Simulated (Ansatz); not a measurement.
# NaH, one cell by several methods

```
CELL_PARAMETERS angstrom
0.00000 2.44000 2.44000
2.44000 0.00000 2.44000
2.44000 2.44000 0.00000
ATOMIC_POSITIONS crystal
Na 0.00000 0.00000 0.00000
H 0.50000 0.50000 0.50000
```

Atom numbers follow the list: Na1, H2.

Conventional cell: a = 4.880 Å, b = 4.880 Å, c = 4.880 Å, α = 90.00°, β = 90.00°, γ = 90.00°. Na (atom 1) has 6 H at 2.44 Å as nearest neighbours. H (atom 2) has 6 Na at 2.44 Å as nearest neighbours.

The cell is COD entry 9008680, as deposited and not checked against the literature; nothing was relaxed.

All numbers are computed: DFT, PBE, PAW with Ansatz's default frozen-core files, scalar-relativistic (Ansatz 0.2.0); DFT, PBE, all-electron LAPW, scalar-relativistic (Ansatz 0.2.0).

For PAW: a Γ-centred 9×9×9 k mesh, Fermi–Dirac smearing of 0.03 eV, cutoff 420 eV, no spin polarisation. LAPW targets a basis error of 1 meV/atom. The Ansatz runs share mesh, smearing and spin set-up. Plane-wave (PAW) pressures include the program's estimate of the Pulay term.

Stress and pressure are positive in compression.

Levels count from the top of the valence band.

PAW results:

```tsv
quantity	PAW
pressure (GPa)	-0.65
band gap (eV)	3.714
highest filled level at L (eV)	-0.843
lowest empty level at L (eV)	3.714
highest filled level at U (eV)	-0.111
lowest empty level at U (eV)	5.261
highest filled level at Γ (eV)	-3.529
lowest empty level at Γ (eV)	10.167
```

(1) What does full-potential LAPW give for the same quantities?

Answers

(1) 
| quantity | LAPW |
| --- | --- |
| pressure (GPa) | -0.63 |
| band gap (eV) | 3.714 |
| highest filled level at L (eV) | -0.842 |
| lowest empty level at L (eV) | 3.714 |
| highest filled level at U (eV) | -0.111 |
| lowest empty level at U (eV) | 5.265 |
| highest filled level at Γ (eV) | -3.528 |
| lowest empty level at Γ (eV) | 10.166 |
